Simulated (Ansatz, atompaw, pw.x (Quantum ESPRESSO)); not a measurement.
Which V potential is closest to all-electron in the fcc crystal?

All use PBE, scalar-relativistic, no spin, cutoffs from each file’s atomic test, pw.x 7.5; 15³ k-points, Fermi–Dirac smearing 0.01 Ry. Δ is the rms difference from all-electron LAPW of the E(V) curves that follow from fits to the pressures, over ±6 % in volume. Mesh and smearing are coarse and serve the comparison alone. The files are a selection: those with a ghost or negative overlap were mostly not run, and those with noisy or unconverged pressures or nearly equal Δ are left out.

All-electron: a0 = 3.820 Å (V0 = 13.94 Å³/atom), B0 = 173.4 GPa.

**Question.** Rank them by Δ, smallest first.
A. PAW, atompaw 4.2.0.5, PBE; core [Ar], reference 3d3 4s2 4p0; waves: 4s (bound): rc 2.45 bohr; 4s channel at 0.15 Ry: rc 2.45 bohr; 4p (bound, empty): rc 3.00 bohr; 4p channel at 0.45 Ry: rc 3.00 bohr; 3d (bound): rc 1.75 bohr; 3d channel at 0.5 Ry: rc 1.75 bohr; local part: bessel scheme, radius 2.05 bohr; core correction: smooth core density matched at 2.25 bohr; augmentation: besselshape compensation charge, radius 2.55 bohr; PAW radius 3.00 bohr; waves and projectors: custom rrkj gramschmidtortho.
B. PAW, atompaw 4.2.0.5, PBE; core [Ar], reference 3d3 4s2 4p0; waves: 4s (bound): rc 2.95 bohr; 4s channel at 2 Ry: rc 2.95 bohr; 4p (bound, empty): rc 3.00 bohr; 4p channel at 0.7 Ry: rc 3.00 bohr; 3d (bound): rc 2.45 bohr; 3d channel at -0.05 Ry: rc 2.45 bohr; local part: bessel scheme, radius 2.50 bohr; core correction: smooth core density matched at 1.65 bohr; augmentation: sinc compensation charge, radius 2.35 bohr; PAW radius 3.00 bohr; waves and projectors: custom polynom gramschmidtortho.
C. PAW, atompaw 4.2.0.5, PBE; core [Ar], reference 3d3 4s1.75 4p0.25; waves: 4s (bound): rc 2.90 bohr; 4s channel at 1.2 Ry: rc 3.00 bohr; 4p (bound): rc 3.00 bohr; 4p channel at 0.45 Ry: rc 3.00 bohr; 3d (bound): rc 2.30 bohr; 3d channel at 2.05 Ry: rc 2.30 bohr; local part: bessel scheme, radius 2.40 bohr; core correction: smooth core density matched at 1.90 bohr; augmentation: sinc compensation charge, radius 2.55 bohr; PAW radius 3.00 bohr; waves and projectors: custom rrkj vanderbiltortho.
D. PAW, atompaw 4.2.0.5, PBE; core [Ne], reference 3s2 3p6 3d3 4s2 4p0; waves: 3s (bound): rc 1.60 bohr; 4s (bound): rc 1.60 bohr; 3p (bound): rc 1.05 bohr; 4p (bound, empty): rc 1.60 bohr; 3d (bound): rc 1.60 bohr; 3d channel at 3.2 Ry: rc 1.60 bohr; local part: troulliermartins scheme with l = 3 at 0 Ry, radius 1.45 bohr; core correction: smooth core density matched at 1.55 bohr; augmentation: sinc compensation charge, radius 1.60 bohr; PAW radius 1.60 bohr; waves and projectors: custom rrkj vanderbiltortho.

**Answer.** D (2.0 meV/atom), A (4.0 meV/atom), B (9.3 meV/atom), C (13.7 meV/atom).
